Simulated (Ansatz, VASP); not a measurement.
# AlSi2: VASP beside Ansatz

Wanted: the spread between two codes on one cell, functional and k mesh. The cell is generated by rule, not measured, and may not be a known phase. The cell is taken from a series of runs on this material, whose earlier steps may have relaxed, scaled, displaced or heated it; both programs get it as it stands.

Calculated with Ansatz 0.2.0; plane waves, with VASP 6.6.1 beside it; zone-centre phonons at RPBE.

The structure was built from a prototype and need not be the compound's stable phase.

## Step 1: Starting point

Symmetry: Imma, No. 74, orthorhombic system. Conventional cell: a = 4.474 Å, b = 5.425 Å, c = 7.703 Å, α = 90.00°, β = 90.00°, γ = 90.00°. Nearest to Al lie 2 Al at 2.75 Å and 10 Si at 2.76 to 2.97 Å. Si has 5 Si at 2.52 to 2.91 Å and 5 Al at 2.76 to 2.97 Å nearest. Farther neighbours are not listed.

## Step 2: Ansatz: zone-centre phonons, RPBE

Ansatz runs on its default PAW (the set named soft_2) files.

Second derivatives magnify differences that forces hide, and they need a tight electronic threshold.

Input file input.yaml:

```yaml
crystal:
  lattice:
    - [-2.2367829899, 2.7126928134, 3.8514638222]
    - [2.2367829899, -2.7126928134, 3.8514638222]
    - [2.2367829899, 2.7126928134, -3.8514638222]
  atoms:
    - { symbol: Al, position: [0.7802728292, 0.0302728292, 0.75] }
    - { symbol: Al, position: [0.2197271708, 0.9697271708, 0.25] }
    - { symbol: Si, position: [0.1827952694, 0.6648057638, 0.5179895056] }
    - { symbol: Si, position: [0.6468162581, 0.6648057638, 0.9820104944] }
    - { symbol: Si, position: [0.3531837419, 0.3351942362, 0.0179895056] }
    - { symbol: Si, position: [0.8172047306, 0.3351942362, 0.4820104944] }
kpoints:
  mp_grid: { grid: [10, 10, 10] }
hamiltonian:
  xc: rpbe
scf:
  occupations: { method: methfessel_paxton, width: 0.15 }
output:
  eigenvalues: true
phonons:
  method: dfpt
```

Launch:

```bash
> ansatz run input.yaml --threads 4 --pin off --max-ram 7168MiB --backend cpu --events-out ev --progress --plain --runs-dir out
```

Numbers of over 12 decimals in the logs are rounded to 6 here.

Log:

```text
zone centre: on kpoints.mp_grid the ground state, and the responses unless they are solved on pairs of k-points, stand on 282 of the mesh's 1000 k-points, reduced under 2 symmetry operations, with k and −k counted as one. Each operation leaves every solved displacement unchanged or reverses it
Engine: ansatz 0.2.0, aarch64-unknown-linux-gnu
Pseudopotentials: kind: paw
Pseudopotential: Al, paw, valence charge 3, recommended cutoff 420 eV (normal), Al.paw.azcp
Pseudopotential: Si, paw, valence charge 4, recommended cutoff 420 eV (normal), Si.paw.azcp
Functional definition: RPBE
  parameter kappa = 0.804
  parameter beta = 0.066725
  exchange = rpbe_x(kappa = kappa, mu = beta*pi^2/3)
  correlation = pbe_c(beta = beta)
Crystal: 6 atoms, lattice volume = 93.478 Å³
Basis set: ecut = 420 eV, 1839 PW (Γ), exchange–correlation on 72×72×72 points (8 copies of the dense FFT grid, shifted against one another)
Bands: 17, of which v1, the nominal top of the filled ones, is band 11 counted from 1 (10 counted from 0)
Symmetry: 8 space group operations
k-points: 282 of 1000 (irreducible under 2 space group operations, time reversal used)
Non-local potential: Al, projectors of the file, l = 0: 2, l = 1: 2, l = 2: 1
Non-local potential: Si, projectors of the file, l = 0: 2, l = 1: 2, l = 2: 2
PAW form: soft (Blöchl's): semilocal exchange-correlation on the pseudo side does not see the compensation charge
PAW frozen core: Al, regenerated for the run's functional, and the local potential with it (the file was generated under x = pbe(κ = 0.804, μ = 0.219515), c = pbe(β = 0.066725))
PAW frozen core: Si, regenerated for the run's functional, and the local potential with it (the file was generated under x = pbe(κ = 0.804, μ = 0.219515), c = pbe(β = 0.066725))
PAW one-centre angular grid: Al, 110 points (default); XC on 64 Gauss nodes
PAW one-centre angular grid: Si, 110 points (default); XC on 64 Gauss nodes
Initial density: superposition of atomic densities (neutral atoms: chi_scale 0, normalization atom), corrected by the library's trained network
Initial wavefunctions: pseudopotential atomic-orbital guess
Functional: x = rpbe, c = pbe(β = 0.066725)
SCF iter   1: F=—  HF=-3634.736691 eV  |F-HF|=—  |Δ(HF+E_count)|=         —  Δρ=3.23e-3  dr2=1.08e-2  ethr=1.77e-3  ⟨swp⟩=7.0  Hψ=30718  notcnv=0
preconditioner: auto → Kerker (q_TF=auto, 2.144 Å⁻¹)  [metal: Δε(μ)=0.020 eV  Ē_g=7.567 eV  σ=0.150 eV  W_gap=0.11  n_scr=14 (ndim 8)  ℏωp=18.0 eV  f_vac=0.000  D(μ)=1.98/eV (n_scr^D=14)]
SCF iter   2: F=—  HF=-3634.735680 eV  |F-HF|=—  |Δ(HF+E_count)|=   1.01e-3  S|Δr|=    0.00e0  Δρ=1.98e-3  dr2=4.05e-3  ethr=4.89e-5  ⟨swp⟩=1.0  Hψ=7078  notcnv=0
SCF iter   3: F=—  HF=-3634.734834 eV  |F-HF|=—  |Δ(HF+E_count)|=   8.46e-4  S|Δr|=    0.00e0  Δρ=1.58e-4  dr2=2.69e-5  ethr=1.84e-5  ⟨swp⟩=2.5  Hψ=7604  notcnv=0
SCF iter   4: F=—  HF=-3634.734821 eV  |F-HF|=—  |Δ(HF+E_count)|=   1.35e-5  S|Δr|=    0.00e0  Δρ=3.63e-5  dr2=1.07e-6  ethr=1.22e-7  ⟨swp⟩=2.1  Hψ=7723  notcnv=0
SCF iter   5: F=—  HF=-3634.734821 eV  |F-HF|=—  |Δ(HF+E_count)|=   5.83e-7  S|Δr|=    0.00e0  Δρ=7.54e-6  dr2=4.56e-8  ethr=4.89e-9  ⟨swp⟩=2.0  Hψ=7652  notcnv=0
SCF iter   6: F=—  HF=-3634.734821 eV  |F-HF|=—  |Δ(HF+E_count)|=   5.55e-9  S|Δr|=    0.00e0  Δρ=1.00e-6  dr2=1.04e-9  ethr=2.07e-10  ⟨swp⟩=1.0  Hψ=4627  notcnv=0
SCF iter   7: F=—  HF=-3634.734821 eV  |F-HF|=—  |Δ(HF+E_count)|=  9.46e-11  S|Δr|=    0.00e0  Δρ=1.46e-7  dr2=2.08e-11  ethr=4.72e-12  ⟨swp⟩=2.2  Hψ=7620  notcnv=0
SCF iter   8: F=-3634.734821 eV  HF=-3634.734821 eV  |F-HF|=0.00e0  |Δ(HF+E_count)|=  1.82e-12  S|Δr|=    0.00e0  Δρ=2.15e-8  dr2=3.90e-13  ethr=1.00e-12  ⟨swp⟩=7.9  Hψ=22914  notcnv=0
SCF 1 converged in 8 iterations: F = -3634.734821 eV  dr2 = 3.90e-13
  greatest PAW one-centre occupation: 0.656 electrons in one spin orbital (limit 2), on the Si atom at site 5 (counted from 0), in its partial waves of l = 0
DFPT response loops at Γ: preconditioner auto → Kerker (q_TF=auto, 2.144 Å⁻¹) (partly filled bands, converged f_vac=0.000); β = 1.00, the filter's whole step (`scf.mixing.beta` (0.50) is not read by the response loops under this deck's `scf.mixing.preconditioner`; to damp them name `kerker` or `kerker_dos`, under which they read `scf.mixing.beta`, and type it under 1.00, their step now; both keys bind the ground state too); Broyden in place of MSR1
SCF converged after 8 iterations
Stability not checked: this state was not tested for a lower state beside it, because cold or Methfessel-Paxton smearing, or corrected tetrahedra, fill the levels in a way that the test cannot read (fill_not_monotonic; see scf.lower_state_search)
Free energy (F): -3634.734821 eV
Harris-Foulkes:  -3634.734821 eV  (|F-HF|=0.00e0)
Internal energy: -3634.735317 eV  (E = F + TS)
E sigma→0 (E₀):  -3634.734945 eV
Entropy (-TS):   0.000496 eV (0.083 meV/atom)
Fermi energy:    9.403752 eV
--- Per-component energies (eV) ---
  E_band       = 91.449231
  E_kinetic    = 207.061257
  E_local      = 6.515828  (includes V_loc(G=0)·N_el)
  E_nonlocal   = 119.061118
  E_hartree    = 9.665190
  E_xc         = -302.681579
  E_vxc        = -246.898326  (∫ρ·V_xc dr)
  E_paw        = -3000.798448  (= ΣΔE_a)
  E_vpaw       = -13.621050  (= ΣTr[D̂ρ^β])
  E_aug_tail   = 0.000025  (compensation charges beyond the density's cutoff)
  E_ewald      = -673.428252
  E_core_change = -0.130455  (= ΣΔE_core)
  E_smearing   = 0.000496  (= −TS)
  E_closure    = 0.000000  (closes the sum)
  Σ components = -3634.734821   (vs F -3634.734821, Δ=0.00e0)
--- Band table (eV; the first three rows and the last of 282) ---
  k-point 0: bands = [... 7 lower, 5.3483, 6.4851, 6.6080, 6.9898, 7.2345, 7.9053, 9.1600, 9.8128, ... 2 higher]
  k-point 1: bands = [... 7 lower, 5.8318, 6.0359, 6.2322, 7.2014, 8.2454, 8.3723, 8.8762, 11.2503, ... 2 higher]
  k-point 2: bands = [... 7 lower, 6.0503, 6.4587, 6.6499, 8.4892, 8.6936, 9.5798, 9.8667, 11.9800, ... 2 higher]
  k-point 281: bands = [... 7 lower, 8.4980, 8.8620, 9.8273, 10.3856, 10.4623, 11.0073, 12.0661, 12.0777, ... 2 higher]
--- Phonons (Γ-DFPT): 6 representative perturbations + reference, on 282 of 1000 k-points (Σ response iterations 18) ---
  k mesh reduced under 2 symmetry operations, with k and −k counted as one. Each operation leaves every solved displacement unchanged or reverses it
  ASR residual: 1.020e-5 → 0.000e0 eV/Å²; symmetrization residual: 2.461e-7 eV/Å²
  ASR residual per site (eV/Å²): 1.66e-6 1.66e-6 1.02e-5 1.02e-5 1.02e-5 1.02e-5
  Γ frequencies (cm⁻¹): 0.00 0.00 0.00 70.39 83.93 107.53 137.25 140.51 164.80 184.30 189.06 191.78 232.84 247.42 280.68 281.76 297.60 344.14
  non-analytic LO–TO correction: not included (Born effective charges unavailable; polar crystals: no LO–TO splitting at Γ)
```

The column dr2 measures how far the density is from self-consistency, as an energy; F and HF (Harris–Foulkes) agree once it is small.

## Step 3: VASP: zone-centre phonons, RPBE

The same cell, functional, mesh and smearing now go to VASP, with its own data sets.

Lines of VASP's logs that name or quote its potential files are left out, and so is its time.

Input file INCAR:

```
SYSTEM = AlSi2
PREC = Accurate
ENCUT = 500
EDIFF = 1E-08
NELM = 120
ISMEAR = 1
SIGMA = 0.15
LREAL = .FALSE.
ALGO = Normal
GGA = RP
NBANDS = 17
LORBIT = 11
LWAVE = .FALSE.
LCHARG = .FALSE.
ISIF = 2
IBRION = 8
LASPH = .TRUE.
GGA_COMPAT = .FALSE.
KPAR = 2
```

Input file POSCAR:

```
AlSi2
1.0
   -2.2367829899      2.7126928134      3.8514638222
    2.2367829899     -2.7126928134      3.8514638222
    2.2367829899      2.7126928134     -3.8514638222
Al Si
2 4
Direct
    0.7802728292      0.0302728292      0.7500000000
    0.2197271708      0.9697271708      0.2500000000
    0.1827952694      0.6648057638      0.5179895056
    0.6468162582      0.6648057638      0.9820104944
    0.3531837418      0.3351942362      0.0179895056
    0.8172047306      0.3351942362      0.4820104944
```

Input file KPOINTS:

```
Automatic mesh
0
Gamma
10 10 10
0 0 0
```

Potentials, in the order of the species: Al and Si (PBE family, release 64).

Launch:

```bash
> mpirun -np 2 vasp_std
```

Log:

```text
[banner, memory and clock lines left out]
running    2 mpi-ranks, on    1 nodes
 distrk:  each k-point on    1 cores,    2 groups
 distr:  one band on    1 cores,    1 groups

 POSCAR found type information on POSCAR AlSi
 POSCAR found :  2 types and       6 ions
|                                                                             |
|               ----> ADVICE to this user running VASP <----                  |
|                                                                             |
|     You enforced a specific xc type in the INCAR file but a different       |
|     [... a line on the potential file left out ...]
|     I HOPE YOU KNOW WHAT YOU ARE DOING!                                     |
|                                                                             |

 LDA part: xc-table for (Slater+PW92), standard interpolation
 POSCAR, INCAR and KPOINTS ok, starting setup
 FFT: planning ... GRIDC
 FFT: planning ... GRID_SOFT
 FFT: planning ... GRID
 WAVECAR not read
 entering main loop
       N       E                     dE             d eps       ncg     rms          rms(c)
DAV:   1     0.350239515236E+02    0.35024E+02   -0.84661E+03  5814   0.105E+03
DAV:   2    -0.239265597733E+02   -0.58951E+02   -0.57122E+02  7649   0.139E+02
DAV:   3    -0.260912994430E+02   -0.21647E+01   -0.21230E+01  7633   0.246E+01
DAV:   4    -0.261095187543E+02   -0.18219E-01   -0.18126E-01  7400   0.262E+00
DAV:   5    -0.261096567272E+02   -0.13797E-03   -0.13794E-03  7687   0.232E-01    0.720E+00
DAV:   6    -0.259672108523E+02    0.14245E+00   -0.12514E-01  6938   0.161E+00    0.403E+00
DAV:   7    -0.259077073881E+02    0.59503E-01   -0.97646E-02  7074   0.151E+00    0.370E-01
DAV:   8    -0.259048799846E+02    0.28274E-02   -0.92220E-03  6862   0.505E-01    0.227E-01
DAV:   9    -0.259046639195E+02    0.21607E-03   -0.55426E-04  7401   0.139E-01    0.164E-01
DAV:  10    -0.259046613472E+02    0.25723E-05   -0.28897E-05  7599   0.308E-02    0.173E-02
DAV:  11    -0.259046590511E+02    0.22961E-05   -0.14163E-05  7252   0.177E-02    0.922E-03
DAV:  12    -0.259046588055E+02    0.24555E-06   -0.11482E-06  6932   0.624E-03    0.754E-03
DAV:  13    -0.259046588222E+02   -0.16630E-07   -0.15401E-07  7652   0.188E-03    0.159E-03
DAV:  14    -0.259046587804E+02    0.41761E-07   -0.25477E-08  4998   0.829E-04    0.446E-04
DAV:  15    -0.259046587711E+02    0.93223E-08   -0.34038E-09  3569   0.344E-04
   1 F= -.25904659E+02 E0= -.25904831E+02  d E =0.516462E-03
 Linear response reoptimize wavefunctions to high precision
DAV:   1    -0.259046587655E+02    0.55770E-08   -0.59475E-10  4218   0.150E-04
DAV:   2    -0.259046587655E+02   -0.13415E-10   -0.68846E-11  3452   0.597E-05
 Linear response DOF=           6
 Linear response progress:
  Degree of freedom:   1/  6
       N       E                     dE             d eps       ncg     rms          rms(c)
RMM:   1    -0.829167430539E-02   -0.82917E-02    0.13970E-02 23237   0.564E-01
RMM:   2    -0.735315104726E-02    0.93852E-03   -0.43517E-04 15063   0.127E-01    0.435E-02
RMM:   3    -0.734043714147E-02    0.12714E-04   -0.11113E-04 15659   0.419E-02    0.229E-02
RMM:   4    -0.737053195922E-02   -0.30095E-04   -0.45156E-05 15656   0.265E-02    0.775E-03
RMM:   5    -0.736027565740E-02    0.10256E-04   -0.17297E-06 16032   0.838E-03    0.934E-04
RMM:   6    -0.736293439414E-02   -0.26587E-05   -0.16843E-07 16334   0.165E-03    0.351E-04
RMM:   7    -0.736191678497E-02    0.10176E-05   -0.15575E-08 16625   0.539E-04    0.100E-04
RMM:   8    -0.736203071093E-02   -0.11393E-06    0.24621E-09 16973   0.115E-04    0.273E-05
RMM:   9    -0.736212659121E-02   -0.95880E-07    0.12150E-08 17092   0.625E-05    0.427E-06
RMM:  10    -0.736213483085E-02   -0.82396E-08    0.99477E-09 17898   0.358E-05    0.203E-06
 first order change of Fermi-energy  -0.35053E-04
 force on displaced ion       1 direction 1 :  -1.844  -0.000  -0.002
 Linear response progress:
  Degree of freedom:   2/  6
       N       E                     dE             d eps       ncg     rms          rms(c)
RMM:   1    -0.998388725743E-02   -0.99839E-02    0.18504E-02 24326   0.599E-01
RMM:   2    -0.847977681755E-02    0.15041E-02   -0.57554E-04 15150   0.140E-01    0.511E-02
RMM:   3    -0.844246410333E-02    0.37313E-04   -0.25099E-04 15257   0.546E-02    0.246E-02
RMM:   4    -0.849167230201E-02   -0.49208E-04   -0.52798E-05 15774   0.259E-02    0.989E-03
RMM:   5    -0.850083114458E-02   -0.91588E-05   -0.23521E-06 15946   0.790E-03    0.291E-03
RMM:   6    -0.850730963734E-02   -0.64785E-05   -0.39756E-07 16080   0.290E-03    0.553E-04
RMM:   7    -0.850501894775E-02    0.22907E-05   -0.54151E-08 16472   0.917E-04    0.187E-04
RMM:   8    -0.850580047460E-02   -0.78153E-06   -0.56143E-09 16879   0.264E-04    0.428E-05
RMM:   9    -0.850590043410E-02   -0.99960E-07    0.97764E-10 17779   0.729E-05    0.240E-05
RMM:  10    -0.850587252741E-02    0.27907E-07    0.11152E-08 17191   0.620E-05    0.622E-06
RMM:  11    -0.850589973101E-02   -0.27204E-07   -0.79907E-09 17581   0.375E-05    0.117E-06
RMM:  12    -0.850590186222E-02   -0.21312E-08    0.36829E-10 17071   0.294E-05    0.614E-07
 first order change of Fermi-energy  -0.73374E-05
 force on displaced ion       1 direction 2 :  -0.000  -5.470   0.003
 Linear response progress:
  Degree of freedom:   3/  6
       N       E                     dE             d eps       ncg     rms          rms(c)
RMM:   1    -0.895119771696E-02   -0.89512E-02    0.16110E-02 13870   0.597E-01
RMM:   2    -0.782982886926E-02    0.11214E-02   -0.50272E-04  9107   0.139E-01    0.452E-02
RMM:   3    -0.780148919565E-02    0.28340E-04   -0.16311E-04  9361   0.482E-02    0.227E-02
RMM:   4    -0.782383426390E-02   -0.22345E-04   -0.45212E-05  9551   0.257E-02    0.876E-03
RMM:   5    -0.781378663660E-02    0.10048E-04   -0.18963E-06  9683   0.855E-03    0.153E-03
RMM:   6    -0.781679584267E-02   -0.30092E-05   -0.33728E-07  9771   0.239E-03    0.443E-04
RMM:   7    -0.781550293144E-02    0.12929E-05   -0.24602E-08 10059   0.649E-04    0.153E-04
RMM:   8    -0.781541441818E-02    0.88513E-07   -0.13922E-08 10280   0.204E-04    0.527E-05
RMM:   9    -0.781570254387E-02   -0.28813E-06   -0.20824E-08 10098   0.131E-04    0.157E-05
RMM:  10    -0.781570674326E-02   -0.41994E-08   -0.11844E-08 10634   0.473E-05    0.402E-06
 first order change of Fermi-energy  -0.65887E-01
 force on displaced ion       1 direction 3 :   0.000  -0.000  -2.356
 Linear response progress:
  Degree of freedom:   4/  6
       N       E                     dE             d eps       ncg     rms          rms(c)
RMM:   1    -0.223660453204E-01   -0.22366E-01    0.38299E-02 43234   0.879E-01
RMM:   2    -0.196559438116E-01    0.27101E-02   -0.11594E-03 26958   0.198E-01    0.694E-02
RMM:   3    -0.197120477093E-01   -0.56104E-04   -0.21838E-04 28197   0.549E-02    0.364E-02
RMM:   4    -0.198122931404E-01   -0.10025E-03   -0.97674E-05 28412   0.355E-02    0.110E-02
RMM:   5    -0.197850760346E-01    0.27217E-04   -0.34964E-06 29020   0.101E-02    0.180E-03
RMM:   6    -0.197971602444E-01   -0.12084E-04   -0.72546E-07 29042   0.256E-03    0.107E-03
RMM:   7    -0.197946658099E-01    0.24944E-05   -0.15521E-08 30042   0.809E-04    0.161E-04
RMM:   8    -0.197950656610E-01   -0.39985E-06   -0.57331E-09 30506   0.182E-04    0.563E-05
RMM:   9    -0.197954954814E-01   -0.42982E-06    0.24978E-08 30796   0.127E-04    0.105E-05
RMM:  10    -0.197954544680E-01    0.41013E-07    0.44771E-08 31797   0.685E-05    0.159E-06
RMM:  11    -0.197954508919E-01    0.35761E-08   -0.10179E-08 31910   0.544E-05    0.864E-07
 first order change of Fermi-energy   0.40703E-04
 force on displaced ion       3 direction 1 :  -4.342   0.006  -0.006
 Linear response progress:
  Degree of freedom:   5/  6
       N       E                     dE             d eps       ncg     rms          rms(c)
RMM:   1    -0.235685444580E-01   -0.23569E-01    0.40807E-02 24427   0.896E-01
RMM:   2    -0.210356314745E-01    0.25329E-02   -0.12240E-03 15098   0.204E-01    0.756E-02
RMM:   3    -0.210590437013E-01   -0.23412E-04   -0.30320E-04 15575   0.622E-02    0.395E-02
RMM:   4    -0.211464964546E-01   -0.87453E-04   -0.78592E-05 16130   0.318E-02    0.151E-02
RMM:   5    -0.211558762061E-01   -0.93798E-05   -0.52210E-06 16083   0.110E-02    0.247E-03
RMM:   6    -0.211689519483E-01   -0.13076E-04   -0.11652E-06 16216   0.353E-03    0.134E-03
RMM:   7    -0.211643747305E-01    0.45772E-05   -0.21697E-07 16642   0.148E-03    0.363E-04
RMM:   8    -0.211655863298E-01   -0.12116E-05   -0.56149E-08 17037   0.297E-04    0.118E-04
RMM:   9    -0.211662107232E-01   -0.62439E-06   -0.87248E-09 17100   0.201E-04    0.302E-05
RMM:  10    -0.211660890635E-01    0.12166E-06    0.48196E-08 17392   0.859E-05    0.926E-06
RMM:  11    -0.211661123271E-01   -0.23264E-07    0.45489E-09 17965   0.555E-05    0.199E-06
RMM:  12    -0.211661022898E-01    0.10037E-07    0.98203E-09 18373   0.475E-05    0.718E-07
RMM:  13    -0.211661017696E-01    0.52028E-09    0.12276E-09 16499   0.446E-05    0.285E-07
 first order change of Fermi-energy   0.17877E+00
 force on displaced ion       3 direction 2 :   0.000  -3.579   0.021
 Linear response progress:
  Degree of freedom:   6/  6
       N       E                     dE             d eps       ncg     rms          rms(c)
RMM:   1    -0.233537154622E-01   -0.23354E-01    0.47079E-02 24683   0.907E-01
RMM:   2    -0.207929077886E-01    0.25608E-02   -0.12302E-03 15041   0.207E-01    0.802E-02
RMM:   3    -0.208387506497E-01   -0.45843E-04   -0.33689E-04 15649   0.652E-02    0.423E-02
RMM:   4    -0.209411577315E-01   -0.10241E-03   -0.78223E-05 16078   0.317E-02    0.166E-02
RMM:   5    -0.209548149353E-01   -0.13657E-04   -0.42109E-06 16210   0.103E-02    0.333E-03
RMM:   6    -0.209654499655E-01   -0.10635E-04   -0.65052E-07 16256   0.332E-03    0.134E-03
RMM:   7    -0.209601029378E-01    0.53470E-05   -0.24329E-07 16541   0.161E-03    0.475E-04
RMM:   8    -0.209630152479E-01   -0.29123E-05   -0.47056E-08 16718   0.615E-04    0.577E-05
RMM:   9    -0.209631199995E-01   -0.10475E-06   -0.19732E-08 17894   0.137E-04    0.300E-05
RMM:  10    -0.209630094732E-01    0.11053E-06   -0.99530E-09 17113   0.872E-05    0.104E-05
RMM:  11    -0.209630587884E-01   -0.49315E-07   -0.42376E-08 17981   0.580E-05    0.261E-06
RMM:  12    -0.209630453082E-01    0.13480E-07   -0.46292E-08 18206   0.502E-05    0.732E-07
RMM:  13    -0.209630442650E-01    0.10432E-08   -0.49603E-08 16942   0.476E-05    0.320E-07
 first order change of Fermi-energy  -0.34380E-01
 force on displaced ion       3 direction 3 :   0.000  -0.008  -4.354
 Linear response finished
```

[end of part 1 of 2]

[Lines on the potential files, build, host, timing and source positions are cut from VASP's logs without a mark.]

[Logs are printed without paths, hosts, clocks, repeated set-up lines and the standing remarks that a program may print on its own settings, such as how far it seeks lower states.]

[Hosts, paths, dates, database ids (printed as entryN), source tags and the programs' standing remarks are cut or masked in the printed files.]
